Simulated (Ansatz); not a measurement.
SnO2:

```
CELL_PARAMETERS angstrom
5.17526 0.00000 0.00000
0.00000 5.17526 0.00000
0.00000 0.00000 5.17526
ATOMIC_POSITIONS crystal
Sn 0.00000 0.00000 0.00000
Sn 0.50000 0.00000 0.50000
Sn 0.50000 0.50000 0.00000
Sn 0.00000 0.50000 0.50000
O 0.66110 0.83890 0.16110
O 0.83890 0.16110 0.66110
O 0.16110 0.66110 0.83890
O 0.33890 0.33890 0.33890
O 0.66110 0.66110 0.66110
O 0.83890 0.33890 0.16110
O 0.16110 0.83890 0.33890
O 0.33890 0.16110 0.83890
```

Measurements of this composition are mostly on another form, of space group No. 136.

Base run:

```yaml
Program: Ansatz 0.2.0
Functional: PBE
Potentials_or_basis: Ansatz PAW
Cutoff: "420 eV (not typed: the program's choice for these potentials)"
k_mesh: 5 × 5 × 5
Occupations: fermi-dirac, width 0.05 eV
Spin: no spin polarisation
```

Its results: band gap on the k mesh 0.57 eV, indirect (least direct gap 0.63 eV); pressure -0.6 GPa; largest force 0.003 eV/Å.

Q: The run is repeated on the same cell with these changes: functional from PBE to LDA. What comes out?

A: Band gap on the k mesh 0.47 eV, indirect (least direct gap 0.53 eV); pressure -12.5 GPa; largest force 0.041 eV/Å.

LDA binds more tightly than PBE, so the same cell stands under less pressure.

Caveats: spin-orbit coupling is left out, which moves the levels of the heavy elements; the PAW data sets come from PBE, with cores solved anew for the run's functional, which leaves a small shift of forces and pressure (some runs).
